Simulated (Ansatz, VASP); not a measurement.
# SbAs (honeycomb AsSb, 1 layer): VASP beside Ansatz

Aim: how closely do two programs agree when they are given the same cell, functional and k mesh? The structure shown is the start of the Ansatz relaxation below; VASP solves that cell, so the two are compared at the walk's first step.

Main program and level: Ansatz 0.2.0; plane waves, with VASP 6.6.1 beside it; single point at PBE.

### Step 1. Starting point

The cell holds 2 atoms: 1 Sb and 1 As. Its edges and angles: a = 3.860 Å, b = 3.860 Å, c = 16.520 Å, α = 90.0°, β = 90.0°, γ = 120.0°. Vacuum lies along c.

### Step 2. Ansatz: relaxation, PBE

Ansatz runs on its default PAW (the set named soft_2) files.

The two programs are compared at the cell with which this relaxation starts, whose forces are those of its first step.

Input file input.yaml:

```yaml
crystal:
  lattice:
    - [3.86, 0.0, 0.0]
    - [-1.93, 3.3428580586, 0.0]
    - [0.0, 0.0, 16.52]
  atoms:
    - { symbol: Sb, position: [0.6666666667, 0.3333333333, 0.4539951574] }
    - { symbol: As, position: [0.3333333333, 0.6666666667, 0.5460048426] }
kpoints:
  mp_grid: { grid: [12, 12, 1] }
hamiltonian:
  xc: pbe
scf:
  occupations: { method: fermi_dirac, width: 0.05 }
  convergence: { dr2_threshold: 1.0e-08 }
efield:
  axis: 3
  dipole_correction: true
  ramp_position: 0.97
  ramp_width: 0.04
relax:
  f_tol: 0.01
  cell: { fix: [c, alpha, beta] }
output:
  write_potential: true
  write_density: true
  volumetric_format: npy
```

On the command line:

```bash
$ ansatz run input.yaml --threads 2 --pin off --max-ram 4096MiB --backend cpu --events-out ev --progress --plain --runs-dir out
```

Numbers of over 12 decimals in the logs are rounded to 6 here.

Log:

```text
Warning: relax.cell: scf.convergence.dr2_threshold = 1e-8 eV is looser than the 2e-10 eV advised for a relaxation that steers and ends on the stress (1e-10 eV for each atom of the cell: 2). What an SCF threshold leaves in a stress goes as its square root, and in the free energy as the threshold itself, and one threshold admits the most on a small cell: [figures from the program's tests cut] Set scf.convergence.dr2_threshold to 2e-10 eV or tighter. The threshold is an SCF's pass mark: one that does not reach it within its budget of iterations ends unconverged, or closes short of it on a stop that the run arms, and scf.convergence.dr2_threshold's page says what that costs each kind of run
Engine: ansatz 0.2.0, aarch64-unknown-linux-gnu
Pseudopotentials: kind: paw
Pseudopotential: Sb, paw, valence charge 15, recommended cutoff 420 eV (normal), Sb.paw.azcp
Pseudopotential: As, paw, valence charge 15, recommended cutoff 420 eV (normal), As.paw.azcp
Functional definition: PBE
  parameter kappa = 0.804
  parameter beta = 0.066725
  exchange = pbe_x(kappa = kappa, mu = beta*pi^2/3)
  correlation = pbe_c(beta = beta)
Crystal: 2 atoms, lattice volume = 213.165 Å³
Basis set: ecut = 420 eV, 4219 PW (Γ), exchange–correlation on 54×54×240 points (8 copies of the dense FFT grid, shifted against one another)
Bands: 19, of which v1, the nominal top of the filled ones, is band 15 counted from 1 (14 counted from 0)
Symmetry: 6 space group operations
Space group: P3m1 (ITA 156), of the structure as read, at distance tolerance 6.0e-5 Å
k-points: 19 of 144 (time reversal used)
Non-local potential: Sb, projectors of the file, l = 0: 2, l = 1: 2, l = 2: 2, l = 3: 2
Non-local potential: As, projectors of the file, l = 0: 2, l = 1: 2, l = 2: 3, l = 3: 1
PAW form: soft (Blöchl's): semilocal exchange-correlation on the pseudo side does not see the compensation charge
PAW one-centre angular grid: Sb, 590 points (default); XC on 64 Gauss nodes
PAW one-centre angular grid: As, 590 points (default); XC on 64 Gauss nodes
Initial density: superposition of atomic densities (neutral atoms: chi_scale 0, normalization atom), corrected by the library's trained network
Initial wavefunctions: pseudopotential atomic-orbital guess
Functional: x = pbe(κ = 0.804, μ = 0.219515), c = pbe(β = 0.066725)
SCF iter   1: F=—  HF=-11340.542121 eV  |F-HF|=—  |Δ(HF+E_count)|=         —  Δρ=1.62e-3  dr2=4.60e-2  ethr=1.77e-3  p=-0.046 e·Å  D=-3.93e-2 V/Å  ΔV_dip=0.65 eV  dr2_dipole=1.25e-2  V_vac-E_F(+/−)=4.78/4.14 eV  ⟨swp⟩=6.8  Hψ=2020  notcnv=0
efield: sawtooth ramp at fractional position 0.9700 (set: `efield.ramp_position`, or a place that a band, a saddle search or an elastic batch's reference lends), width 0.0400; the density the first Hamiltonian is built on has a dipole p = -0.046 e·Å; the dipole correction subtracts the counter field D = -3.93e-2 V/Å, which shifts the + side's vacuum level by +0.65 eV against the − side's; the planar-averaged density in the ramp window peaks in size at 3.2e-5 e/Å³
preconditioner: auto → Resta (q_TF=auto, 1.968 Å⁻¹)  ε∞=1.9  [insulator: Δε(μ)=1.442 eV  Ē_g=8.527 eV  σ=0.050 eV  W_gap=1.00  n_scr=28 (ndim 8)  ℏωp=8.0 eV  f_vac=0.676  D(μ)=0.00/eV (n_scr^D=0)  ε∞_Penn≈1.9  vacuum switching on, ρ_ref=5.3e-3 e/Å³]
SCF iter   2: F=—  HF=-11340.551263 eV  |F-HF|=—  |Δ(HF+E_count)|=   9.14e-3  Δρ=2.45e-3  dr2=1.02e-1  ethr=1.53e-4  p=-0.001 e·Å  D=-8.14e-4 V/Å  ΔV_dip=0.01 eV  dr2_dipole=2.48e-2  V_vac-E_F(+/−)=4.47/4.46 eV  ⟨swp⟩=3.1  Hψ=686  notcnv=0
SCF iter   3: F=—  HF=-11340.537275 eV  |F-HF|=—  |Δ(HF+E_count)|=   1.40e-2  Δρ=4.19e-4  dr2=6.73e-4  ethr=1.53e-4  p=-0.028 e·Å  D=-2.39e-2 V/Å  ΔV_dip=0.40 eV  dr2_dipole=5.29e-5  V_vac-E_F(+/−)=4.63/4.23 eV  ⟨swp⟩=3.0  Hψ=499  notcnv=0
SCF iter   4: F=—  HF=-11340.537917 eV  |F-HF|=—  |Δ(HF+E_count)|=   6.42e-4  Δρ=3.12e-4  dr2=2.21e-4  ethr=2.24e-6  p=-0.026 e·Å  D=-2.18e-2 V/Å  ΔV_dip=0.36 eV  dr2_dipole=8.98e-6  V_vac-E_F(+/−)=4.58/4.22 eV  ⟨swp⟩=2.7  Hψ=748  notcnv=0
SCF iter   5: F=—  HF=-11340.537750 eV  |F-HF|=—  |Δ(HF+E_count)|=   1.67e-4  Δρ=1.26e-4  dr2=4.49e-5  ethr=7.38e-7  p=-0.026 e·Å  D=-2.17e-2 V/Å  ΔV_dip=0.36 eV  dr2_dipole=2.73e-6  V_vac-E_F(+/−)=4.58/4.22 eV  ⟨swp⟩=2.0  Hψ=692  notcnv=0
SCF iter   6: F=—  HF=-11340.537742 eV  |F-HF|=—  |Δ(HF+E_count)|=   7.40e-6  Δρ=1.07e-4  dr2=3.69e-5  ethr=1.50e-7  p=-0.025 e·Å  D=-2.15e-2 V/Å  ΔV_dip=0.35 eV  dr2_dipole=1.25e-6  V_vac-E_F(+/−)=4.58/4.22 eV  ⟨swp⟩=2.0  Hψ=690  notcnv=0
[...]
SCF iter   5: F=—  HF=-11340.538261 eV  |F-HF|=—  |Δ(HF+E_count)|=   9.28e-6  Δρ=1.23e-5  dr2=3.15e-7  ethr=4.83e-8  p=-0.025 e·Å  D=-2.12e-2 V/Å  ΔV_dip=0.35 eV  dr2_dipole=9.77e-12  V_vac-E_F(+/−)=4.61/4.26 eV  ⟨swp⟩=2.7  Hψ=509  notcnv=0
SCF iter   6: F=—  HF=-11340.538271 eV  |F-HF|=—  |Δ(HF+E_count)|=   9.53e-6  Δρ=3.63e-6  dr2=3.04e-8  ethr=1.05e-9  p=-0.025 e·Å  D=-2.11e-2 V/Å  ΔV_dip=0.35 eV  dr2_dipole=9.36e-10  V_vac-E_F(+/−)=4.61/4.26 eV  ⟨swp⟩=2.0  Hψ=643  notcnv=0
SCF iter   7: F=-11340.538271 eV  HF=-11340.538271 eV  |F-HF|=2.48e-9  |Δ(HF+E_count)|=   1.30e-8  Δρ=1.11e-6  dr2=2.50e-9  ethr=3.33e-11  p=-0.025 e·Å  D=-2.11e-2 V/Å  ΔV_dip=0.35 eV  dr2_dipole=4.50e-12  V_vac-E_F(+/−)=4.61/4.26 eV  ⟨swp⟩=8.6  Hψ=2099  notcnv=0
SCF 3 converged in 7 iterations: F = -11340.538271 eV  dr2 = 2.50e-9
relax step   3: F+E_penalty+E_count = -11340.53827088 eV  Δ(F+E_penalty+E_count) = -5.354e-4 eV  max|allowed force component| = 1.754e-3 eV/Å  Δτ_max = 0.0056 Å  P = +0.008 GPa  Ω = 213.675 Å³  energy of the carried Pulay correction = -2.337e-5 eV  fix = [c, alpha, beta]  reactions: c +0.002 GPa  (7 SCF iters, accepted)
Initial wavefunctions: pseudopotential atomic-orbital guess (no wavefunctions were taken with the density)
iter 1 solved again at ethr=7.85e-7 eV; its pass at ethr=3.10e-3 eV (dr2=2.36e-4 eV) is discarded
SCF iter   1: F=—  HF=-11340.538293 eV  |F-HF|=—  |Δ(HF+E_count)|=         —  Δρ=2.98e-6  dr2=6.35e-9  ethr=7.85e-7  p=-0.025 e·Å  D=-2.11e-2 V/Å  ΔV_dip=0.35 eV  dr2_dipole=2.79e-11  V_vac-E_F(+/−)=4.61/4.26 eV  ⟨swp⟩=3.0  Hψ=2900  notcnv=0
efield: sawtooth ramp at fractional position 0.9700 (set: `efield.ramp_position`, or a place that a band, a saddle search or an elastic batch's reference lends), width 0.0400; the density the first Hamiltonian is built on has a dipole p = -0.025 e·Å; the dipole correction subtracts the counter field D = -2.11e-2 V/Å, which shifts the + side's vacuum level by +0.35 eV against the − side's; the planar-averaged density in the ramp window peaks in size at 1.2e-7 e/Å³
eigensolver tolerance schedule: the retry pair's looser diagonalisation over-reported the residual by 37109.75 of it (diagonalisation noise at an unbounded share of the residual, at the tolerance the schedule requests for it); recorded, not acted on — ethr = c·dr2/N_el stays at c = 1.0e-1
preconditioner: auto → Resta (q_TF=auto, 1.967 Å⁻¹)  ε∞=1.9  [insulator: Δε(μ)=1.502 eV  Ē_g=8.593 eV  σ=0.050 eV  W_gap=1.00  n_scr=28 (ndim 8)  ℏωp=8.0 eV  f_vac=0.676  D(μ)=0.00/eV (n_scr^D=0)  ε∞_Penn≈1.9  vacuum switching on, ρ_ref=5.4e-3 e/Å³]
SCF iter   2: F=—  HF=-11340.538297 eV  |F-HF|=—  |Δ(HF+E_count)|=   3.83e-6  Δρ=1.26e-6  dr2=1.46e-9  ethr=2.12e-11  p=-0.025 e·Å  D=-2.11e-2 V/Å  ΔV_dip=0.35 eV  dr2_dipole=3.68e-11  V_vac-E_F(+/−)=4.61/4.26 eV  ⟨swp⟩=14.5  Hψ=3167  notcnv=0
SCF iter   3: F=-11340.538299 eV  HF=-11340.538298 eV  |F-HF|=5.62e-7  |Δ(HF+E_count)|=   1.13e-6  Δρ=6.59e-7  dr2=5.60e-10  ethr=4.86e-12  p=-0.025 e·Å  D=-2.11e-2 V/Å  ΔV_dip=0.35 eV  dr2_dipole=2.30e-11  V_vac-E_F(+/−)=4.61/4.26 eV  ⟨swp⟩=7.0  Hψ=2082  notcnv=0
SCF 4 converged in 3 iterations: F = -11340.538299 eV  dr2 = 5.60e-10
relax step   4: F+E_penalty+E_count = -11340.53829873 eV  Δ(F+E_penalty+E_count) = -2.785e-5 eV  max|allowed force component| = 1.742e-3 eV/Å  Δτ_max = 0.0000 Å  P = +0.008 GPa  Ω = 213.675 Å³  fix = [c, alpha, beta]  reactions: c +0.002 GPa  stress off target by 1.13e-2 GPa on what of the cell is left free  SCF on the basis re-selected at this cell (its energy is not comparable with the rows above)  (3 SCF iters)
basis re-selected at this cell: Δ(F+E_penalty+E_count) = -2.785e-5 eV, ΔP = -0.000 GPa vs the last step (what re-selecting the basis moved, of the pressure what is left beyond the Pulay correction that the steps carried, after the strain that the cell walked since its last selection, with what the two solves' SCF thresholds leave and, on support functions, any second-order correction that the steps lacked; it is no m [...]
WARN: The output density's exchange-correlation potential varies sharply where the density is thin. Do not read a vacuum level from v_tot or v_xc, or from such a field of the output density. On a cell that repeats whose density bears no net charge and no dipole along the vacuum's axis use v_es (v_loc + v_h of the components); under efield.dipole_correction with no amplitude use v_es + v_field, which holds any externa [...]
SCF converged after 3 iterations
Free energy (F): -11340.538299 eV
Harris-Foulkes:  -11340.538298 eV  (|F-HF|=5.62e-7)
Internal energy: -11340.538299 eV  (E = F + TS)
E sigma→0 (E₀):  -11340.538299 eV
Entropy (-TS):   -0.000000 eV (-0.000 meV/atom)
Fermi energy:    -0.893103 eV
Dipole field:    D = -0.021136 V/Å  (p = -0.024959 e·Å, saw-weighted, corrected)
Work function:   Φ+ = 4.6065 eV   Φ− = 4.2574 eV
Levels:          The Fermi level and band energies are counted from a zero that moves with the ramp; work functions are not
--- Per-component energies (eV) ---
  E_band       = -729.423077
  E_kinetic    = 308.270553
  E_local      = -14823.509385  (includes V_loc(G=0)·N_el)
  E_nonlocal   = -308.606973
  E_hartree    = 7264.820578
  E_xc         = -216.679724
  E_vxc        = -173.983862  (∫ρ·V_xc dr)
  E_paw        = -6409.864302  (= ΣΔE_a)
  E_vpaw       = -261.339010  (= ΣTr[D̂ρ^β])
  E_aug_tail   = 0.000006  (compensation charges beyond the density's cutoff)
  E_efield     = 0.000264  (sawtooth field / dipole correction)
  E_vefield    = 0.105280  (∫n·V_field dr)
  E_ewald      = 2845.030683
  E_smearing   = -0.000000  (= −TS)
  E_closure    = 0.000000  (closes the sum)
  Σ components = -11340.538299   (vs F -11340.538299, Δ=0.00e0)
--- Forces (eV/Å), atoms counted from 1 ---
  atom   1  Sb     0.00000000     0.00000000    -0.00174176
  atom   2  As     0.00000000    -0.00000000     0.00174320
  max |Σ_I F_I| component: 1.43e-6 eV/Å
--- Stress (GPa, compression-positive) ---
        0.011336      -0.000000       0.000000
       -0.000000       0.011336      -0.000000
        0.000000      -0.000000       0.001915
  P = ⅓ Tr σ = 0.0082 GPa (0.082 kbar)
--- Band table (eV; the first three rows and the last of 19) ---
  k-point 0: bands = [... 11 lower, -8.2920, -2.1347, -1.6159, -1.6159, 0.1293, 1.7006, 1.7006, 2.9484]
  k-point 1: bands = [... 11 lower, -8.2836, -2.3803, -2.0966, -1.7890, 0.6933, 1.5336, 1.8679, 3.0582]
  k-point 2: bands = [... 11 lower, -8.2956, -3.5226, -2.1815, -2.0228, 0.4934, 2.0126, 2.1969, 3.3589]
  k-point 18: bands = [... 11 lower, -10.0129, -5.4323, -3.6024, -3.2528, 0.1604, 2.1466, 2.8206, 5.7710]
--- Relaxed structure (3 steps of the walk, 2 accepted, 1 SCFs on fresh bases) ---
  F+E_penalty+E_count = -11340.53829873 eV   max|allowed force component| = 1.742e-3 eV/Å   (the final SCF, on the basis selected at the relaxed cell)
  cell:  # Å, volume = 213.6753 Å³
    - [3.864620, 0, 0]
    - [-1.932310, 3.346859, 0]
    - [0, 0, 16.52]
  atoms:
    - { symbol: Sb, position: [0.666667, 0.333333, 0.454333] }
    - { symbol: As, position: [0.333333, 0.666667, 0.545667] }
```

(Part 1 of 2 ends here.)

[Lines on the potential files, build, host, timing and source positions are cut from VASP's logs without a mark.]

[Logs are printed without paths, hosts, clocks, repeated set-up lines and the standing remarks that a program may print on its own settings, such as how far it seeks lower states.]

[Hosts, paths, dates, database ids (printed as entryN), source tags and the programs' standing remarks are cut or masked in the printed files.]
